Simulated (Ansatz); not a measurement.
# Al4Ga4As7: the cost of one run

Computed with Ansatz 0.2.0 (DFT r2SCAN, scalar-relativistic, plane waves, PAW, unless a step's input says otherwise).

2 further runs of the same task are left out: 2 set aside as unsound or not needed. Runs told in other sessions of the task aren't counted.

### 1 The starting structure

Symmetry: R3m, No. 160, trigonal system. Conventional cell: a = 4.012 Å, b = 4.012 Å, c = 19.651 Å, α = 90.00°, β = 90.00°, γ = 120.00°. Around Al (site symmetry 3m) lie 4 As at 2.45 to 2.46 Å. Ga (site symmetry 3m) is surrounded by 4 As at 2.46 Å. As (site symmetry 3m) has 3 Ga at 2.46 Å and 1 Al at 2.46 Å in its first shell of neighbours. As (site symmetry 3m) is surrounded by 3 Al at 2.45 Å and 1 Ga at 2.46 Å.

Structure file:

```cif
data_structure
_symmetry_space_group_name_H-M 'P 1'
_symmetry_Int_Tables_number 1
_cell_length_a 6.9477
_cell_length_b 6.9477
_cell_length_c 6.9477
_cell_angle_alpha 33.562
_cell_angle_beta 33.562
_cell_angle_gamma 33.562
_cell_volume 91.30
loop_
_atom_site_label
_atom_site_type_symbol
_atom_site_fract_x
_atom_site_fract_y
_atom_site_fract_z
_atom_site_occupancy
Al1 Al 0.99970 0.99970 0.99970 1
Ga1 Ga 0.50021 0.50021 0.50021 1
As1 As 0.12486 0.12486 0.12486 1
As2 As 0.62523 0.62523 0.62523 1
```

It goes back to an entry of the Materials Project, which need not be the stable form.

This cell was relaxed beforehand with the same method: volume 22.82 Å³/atom, gap on the mesh 1.34 eV.

Its energy, with the smearing taken to zero, is -14061.9898 eV for the 4-atom cell on a 12×12×12 mesh; differences below count from it.

### 2 Cell: 1 of 8 As atoms taken out at random

From a supercell with 8 As sites, 1 are emptied at random; the cell stays neutral and all atoms are shaken by 0.02 Å.

The cell holds 4 Al, 4 Ga, 7 As: a = 8.023 Å, b = 8.023 Å, c = 8.023 Å, α = 60.01°, β = 60.01°, γ = 60.01°.

### 3 Relaxation without symmetry, coarse mesh

A cheap relaxation: coarse mesh, no symmetry, loose thresholds.

The input, input.yaml:

```yaml
crystal:
  lattice:
    - [-4.0118111742, 2.3162202614, -6.5502503557]
    - [4.0118111742, 2.3162202614, -6.5502503557]
    - [0.0, -4.6324405227, -6.5502503557]
  atoms:
    - { symbol: Al, position: [0.501842333, 0.0003293667, 0.4987040994] }
    - { symbol: Al, position: [0.9987182946, 0.4994864623, 0.5010951774] }
    - { symbol: Al, position: [0.5025061749, 0.5017192601, 0.9975034712] }
    - { symbol: Al, position: [0.0011958527, 0.999590823, 0.0002758574] }
    - { symbol: Ga, position: [0.9958762852, 0.5012953532, 0.0022809981] }
    - { symbol: Ga, position: [0.4954012205, 0.0030985011, 0.001936996] }
    - { symbol: Ga, position: [0.9993342826, 0.9946751049, 0.4992999558] }
    - { symbol: Ga, position: [0.5003317633, 0.4943309014, 0.5017307187] }
    - { symbol: As, position: [0.3792385324, 0.8788463256, 0.3774943589] }
    - { symbol: As, position: [0.8771483426, 0.3766574546, 0.3745096236] }
    - { symbol: As, position: [0.3762684904, 0.3767326268, 0.8782482263] }
    - { symbol: As, position: [0.8687158588, 0.3763922543, 0.8775683169] }
    - { symbol: As, position: [0.3770927242, 0.8751102362, 0.8727207736] }
    - { symbol: As, position: [0.8797822854, 0.8707474985, 0.3744547152] }
    - { symbol: As, position: [0.3767743306, 0.3805368277, 0.372898905] }
  symmetry: { detect: false }
basis:
  ecutwfc: 500
kpoints:
  mp_grid: { grid: [2, 2, 2], shift: [0.5, 0.5, 0.5] }
hamiltonian:
  xc: r2scan
scf:
  occupations: { method: gaussian, width: 0.1 }
  lower_state_search: "off"
output:
  forces: true
  stress: true
  eigenvalues: true
relax:
  adjacent_minimum: "off"
  f_tol: 0.04
  max_steps: 50
  cell: { stress_tol: 0.3 }
```

Command:

```bash
ansatz run input.yaml --threads 4 --pin off --max-ram 9216MiB --backend cpu --events-out ev --progress --plain --runs-dir out
```

Q: Estimate wall time and peak memory on 4 threads of AMD EPYC 9R45 (Zen 5), shared host.

About 78 s, with a peak of 1.9 GiB.
